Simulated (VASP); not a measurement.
Runs of VASP 6.6.1 on NaI. Symmetry: Fm-3m, No. 225, cubic system. Conventional cell: a = 6.510 Å, b = 6.510 Å, c = 6.510 Å, α = 90.00°, β = 90.00°, γ = 90.00°. Na (site symmetry m-3m) has 6 I at 3.26 Å as nearest neighbours. I (site symmetry m-3m) has 6 Na at 3.26 Å as nearest neighbours. 

```csv
task,cell,mesh quality,gap on the mesh (eV),pressure (GPa)
relaxation of cell and atoms,relaxed,not flagged,3.59,0.0
relaxation of the atoms,atoms relaxed,not flagged,3.59,0.0
relaxation of the atoms,atoms relaxed from: a relaxed cell with its volume scaled by 0.96,coarse,3.69,0.7
relaxation of the atoms,atoms relaxed from: a relaxed cell with its volume scaled by 0.94,coarse,3.75,1.1
relaxation of the atoms,atoms relaxed from: a relaxed cell with its volume scaled by 1.02,not flagged,3.54,-0.3
relaxation of cell and atoms,relaxed,coarse,3.59,0.0
relaxation of the atoms,atoms relaxed from: a relaxed cell with its volume scaled by 1.04,not flagged,(a),-0.6
relaxation of the atoms,atoms relaxed from: a relaxed cell with its volume scaled by 0.98,coarse,(b),0.3
```

Alike in all rows: level PBE; potentials or basis VASP PAW PBE potentials, release 64 (Na, I); no spin polarisation; k mesh 4 × 4 × 4; cutoff (eV) 300; smearing gaussian 0.03 eV.

Estimate the missing entries.

(a) 3.49; (b) 3.64.

Caveats: some runs use coarse meshes; spin-orbit coupling is left out, which moves the levels of the heavy elements; the relaxation stopped at its first step, so nothing moved (some runs).

A k mesh can miss the band edges, and the runs leave out spin-orbit coupling on I.
